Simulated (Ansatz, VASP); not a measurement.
# BP in VASP and in Ansatz

Contents of POSCAR:

```
BP
1.0
    0.0000000000      2.2683156689      2.2683156689
    2.2683156689      0.0000000000      2.2683156689
    2.2683156689      2.2683156689      0.0000000000
B P
1 1
Direct
    0.0000000000      0.0000000000      0.0000000000
    0.2500000000      0.2500000000      0.2500000000
```

File INCAR.step1:

```
SYSTEM = BP
ALGO = Normal
EDIFF = 1E-4
ENCUT = 520
GGA = PE
ISMEAR = 0
LASPH = .TRUE.
LCHARG = .FALSE.
LREAL = .FALSE.
LWAVE = .TRUE.
NBANDS = 11
NELM = 100
PREC = Accurate
SIGMA = 0.01
```

Contents of INCAR.step2:

```
SYSTEM = BP
ALGO = Normal
EDIFF = 1E-6
ENCUT = 520
ISIF = 2
ISMEAR = 0
ISTART = 1
LASPH = .TRUE.
LCHARG = .TRUE.
LELF = .TRUE.
LMIXTAU = .TRUE.
LREAL = .FALSE.
LVHAR = .TRUE.
LWAVE = .FALSE.
METAGGA = R2SCAN
NBANDS = 11
NELM = 100
PREC = Accurate
SIGMA = 0.01
```

KPOINTS

```
k-points
0
G
  10 10 10
  0 0 0
```

Input for Ansatz:

```yaml
crystal:
  lattice:
    - [0.0, 2.2683156689, 2.2683156689]
    - [2.2683156689, 0.0, 2.2683156689]
    - [2.2683156689, 2.2683156689, 0.0]
  atoms:
    - { symbol: B, position: [0.0, 0.0, 0.0] }
    - { symbol: P, position: [0.25, 0.25, 0.25] }
kpoints:
  mp_grid: { grid: [10, 10, 10] }
  band_path:
    path:
      - [0.0, 0.0, 0.0]
      - [-0.5, -0.5, 0.0]
      - [-0.375, -0.375, 0.25]
      - [-0.375, 0.0, 0.375]
      - [0.0, 0.0, 0.5]
      - [-0.5, -0.25, 0.25]
      - [0.0, 0.414062, 0.414062]
    npoints: 1
hamiltonian:
  xc: r2scan
scf:
  occupations: { method: fixed }
  n_extra_bands: 4
output:
  forces: true
  stress: true
  eigenvalues: true
```

The cell was built by a generator and needn't be a form met in nature.

Alike in both runs: task single point; functional r2SCAN; k mesh 10 × 10 × 10; no spin polarisation.

```csv
,VASP,Ansatz
version,VASP 6.6.1,Ansatz 0.2.0
potentials or method,"VASP PAW PBE potentials, release 64 (B, P)","plane waves, PAW"
plane-wave cutoff (eV),520,500
occupations,"gaussian, width 0.01 eV",fixed
valence electrons in the cell,8,8
```

Ansatz gave:

```
gap on the k mesh at the Fermi level (eV) : 1.42
pressure (GPa)                            : 0.0
```

Task: Estimate VASP's values.

Result: gap on the k mesh at the Fermi level (eV): 1.45; pressure (GPa): -0.5.

Caveats: the PAW data sets were made with another functional, which shifts forces and pressure a little (VASP). r2SCAN opens gaps a little over a GGA but as a rule still falls short of measured ones. A k mesh can miss the band edges.
